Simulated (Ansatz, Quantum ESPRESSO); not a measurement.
This is a calculation of Pb (Lead) for Ansatz 0.2.0. 

input.yaml

```yaml
crystal:
  lattice:
    - [0.0, 2.47502, 2.47502]
    - [2.47502, 0.0, 2.47502]
    - [2.47502, 2.47502, 0.0]
  atoms:
    - { symbol: Pb, position: [0.0, 0.0, 0.0] }
hamiltonian:
  xc: pbesol
  pseudopotentials: { kind: paw }
  dispersion: d4
kpoints:
  mp_grid: { grid: [9, 9, 9] }
scf:
  occupations: { method: fermi_dirac, width: 0.05 }
output:
  forces: true
  stress: true
relax:
  f_tol: 0.01
  max_steps: 40
  cell: { stress_tol: 0.05 }
```

Potentials or basis: Ansatz PAW.

Launch:

```sh
$ ansatz run input.yaml --threads 2 --pin off --max-ram 5632MiB --backend cpu --events-out ev --progress --plain --runs-dir out
```

Task: What does the same run look like in Quantum ESPRESSO 7.5 (ASE script)? Potentials or basis there: GBRV 1.5 PBEsol, cutoff 612 eV.

Result: As run (cutoffs and basis follow the program's own potentials, and thresholds, step limits or extra output files can differ):

run.py

```python
import numpy as np
from ase.calculators.espresso import Espresso, EspressoProfile
from ase.io import read

atoms = read('Pb.xyz')

input_data = {
    'control': {'calculation': 'scf', 'prefix': 'pwscf', 'outdir': './tmp', 'tprnfor': True, 'tstress': True, 'disk_io': 'low'},
    'system': {'ecutwfc': 45.0, 'ecutrho': 360.0, 'nbnd': 13, 'occupations': 'smearing', 'smearing': 'fd', 'degauss': 0.00367493},
    'electrons': {'conv_thr': 2e-10, 'electron_maxstep': 120, 'mixing_beta': 0.5},
}
pseudopotentials = {'Pb': 'pb_pbesol_v1.uspp.F.UPF'}
profile = EspressoProfile(command='mpirun -n 2 pw.x -nk 2', pseudo_dir='pseudo')
dft = Espresso(profile=profile, input_data=input_data, pseudopotentials=pseudopotentials, kpts=(9, 9, 9), koffset=(0, 0, 0))
from ase.calculators.mixing import SumCalculator
from dftd4.ase import DFTD4
d4 = DFTD4(method='pbesol')
atoms.calc = SumCalculator([dft, d4])

from ase.optimize import LBFGS
from ase.filters import FrechetCellFilter
done = LBFGS(FrechetCellFilter(atoms), trajectory='opt.traj').run(fmax=0.02, steps=30)
print('converged', done)
print('cell (A)', np.round(atoms.cell.cellpar(), 5))
print(f'energy {atoms.get_potential_energy():.8f} eV')
print('forces (eV/A)')
print(np.round(atoms.get_forces(), 6))
print('stress (eV/A^3, Voigt)')
print(np.round(atoms.get_stress(), 8))
print(f'Fermi level {dft.get_fermi_level():.4f} eV')
print(f'D4 part {d4.get_potential_energy(atoms):.8f} eV')
atoms.write('final.traj')
```

File Pb.xyz:

```xyz
1
Lattice="0.0000000000 2.4750200000 2.4750200000 2.4750200000 0.0000000000 2.4750200000 2.4750200000 2.4750200000 0.0000000000" Properties=species:S:1:pos:R:3 pbc="T T T"
Pb     0.0000000000      0.0000000000      0.0000000000
```

Potentials or basis: GBRV 1.5 PBEsol.

The run is started by

```bash
$ OMP_NUM_THREADS=1 python run.py
```

Both were run:

|  | Ansatz | Quantum ESPRESSO |
| --- | --- | --- |
| Relaxed volume | 29.16 Å³/atom | 28.96 Å³/atom |
| Relaxed cell | a = 3.455 Å, b = 3.455 Å, c = 3.455 Å, α = 60.00°, β = 60.00°, γ = 60.00° | a = 3.447 Å, b = 3.447 Å, c = 3.447 Å, α = 60.00°, β = 60.00°, γ = 60.00° |
| Space group after relaxing | Fm-3m (No. 225) | Fm-3m (No. 225) |
| Pressure after relaxing | 0.0 GPa | 0.1 GPa |

Ansatz's pressure holds a Pulay term of +0.02 GPa for its cutoff of 420 eV, which the other run lacks.

Ansatz's potentials were made for PBE.

Where Ansatz's input types no cutoff or centring, it takes its own default and a Γ-centred mesh.

Pressure is positive in compression.
